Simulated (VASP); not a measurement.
Here is a VASP 6.6.1 calculation.

File POSCAR:

```
Co
1.0
    2.4556491009      0.0000000000      0.0000000000
   -1.2278245504      2.1266545041      0.0000000000
    0.0000000000      0.0000000000     20.8963294017
Co
3
Direct
    0.3333333333      0.6666666667      0.3349870623
    0.6666666667      0.3333333333      0.4294042133
    0.3333333333      0.6666666667      0.5237368458
```

INCAR.step1

```
ALGO = Normal
DIPOL = 0.5 0.5 0.429
EDIFF = 1E-4
ENCUT = 520
GGA = PE
IDIPOL = 3
ISMEAR = 1
ISPIN = 2
LASPH = T
LCHARG = F
LDIPOL = T
LMAXMIX = 4
LREAL = F
LWAVE = T
MAGMOM = 2.085 2.002 2.077
NBANDS = 24
NELM = 150
PREC = Accurate
SIGMA = 0.1
```

INCAR.step2

```
ALGO = Normal
DIPOL = 0.5 0.5 0.429
EDIFF = 1E-7
ENCUT = 520
IDIPOL = 3
ISIF = 2
ISMEAR = 1
ISPIN = 2
ISTART = 1
LASPH = T
LCHARG = T
LDIPOL = T
LELF = T
LMAXMIX = 4
LMIXTAU = T
LORBIT = 11
LREAL = F
LVACPOTAV = T
LVHAR = T
LWAVE = F
MAGMOM = 2.085 2.002 2.077
METAGGA = R2SCAN
NBANDS = 24
NELM = 150
PREC = Accurate
SIGMA = 0.1
```

Contents of KPOINTS:

```
k-points
0
Gamma
  15 15 1
```

Potentials or basis: VASP PAW PBE potentials, release 64 (Co).

Launch:

```console
$ cat potpaw_PBE.64/Co/POTCAR > POTCAR
$ cp INCAR.step1 INCAR
$ mpirun -np 1 vasp_std > vasp.out
$ cp INCAR.step2 INCAR
$ mpirun -np 1 vasp_std > vasp.out
```

Problem. What does it give for the site moments?

Solution. Co +1.80, +1.73 μB.

Problem. What does it give for the work function of the lower face?

Solution. 4.96 eV.

Problem. Predict the largest force.

Solution. 0.012 eV/Å.

Problem. Predict the net moment.

Solution. 5.09 μB per cell.

Forces on the atoms (eV/Å):
```
Co   0.000  0.000  0.012
Co   0.000  0.000 -0.009
Co   0.000  0.000 -0.003
```

Caveat: the PAW data sets were made with another functional, which shifts forces and pressure a little.
